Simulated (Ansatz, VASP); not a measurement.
## KCl2: VASP beside Ansatz

```
K Cl
1.0
     2.78394    1.60731    3.50516
    -2.78394    1.60731    3.50516
     0.00000   -3.21462    3.50516
K Cl
1 2
Direct
  0.50000 0.50000 0.50000
  0.81392 0.81392 0.81392
  0.18608 0.18608 0.18608
```

Alike in both runs: functional PBE; k mesh 6 × 6 × 6; occupations gaussian, width 0.1 eV; no spin polarisation.

Ansatz relaxed the structure, and its values are those at the end. VASP's run is a single point on that final structure, the one shown.

|  | VASP | Ansatz |
| --- | --- | --- |
| version | VASP 6.6.1 | Ansatz 0.2.0 |
| potentials or method | VASP PAW PBE potentials, release 64 (K_sv, Cl) | scalar-relativistic, plane waves, PAW |
| plane-wave cutoff (eV) | 520 | 420 |
| valence electrons in the cell | 23 | 23 |

|  | VASP | Ansatz | Ansatz less VASP |
| --- | --- | --- | --- |
| gap on the k mesh at the Fermi level (eV) | none | none | - |
| pressure (GPa) | -0.1 | -0.1 | +0.01 |
| rms of the force components (eV/Å) | 0.010 | 0.009 | -0.0010 |

A gap of «none» marks a metal or a gap that the smearing closes. With one functional, cell and mesh, what is left measures potentials, basis and numerics.

Caveats: an odd number of electrons without spin polarisation forces a metal; a magnetic or distorted state may lie lower.
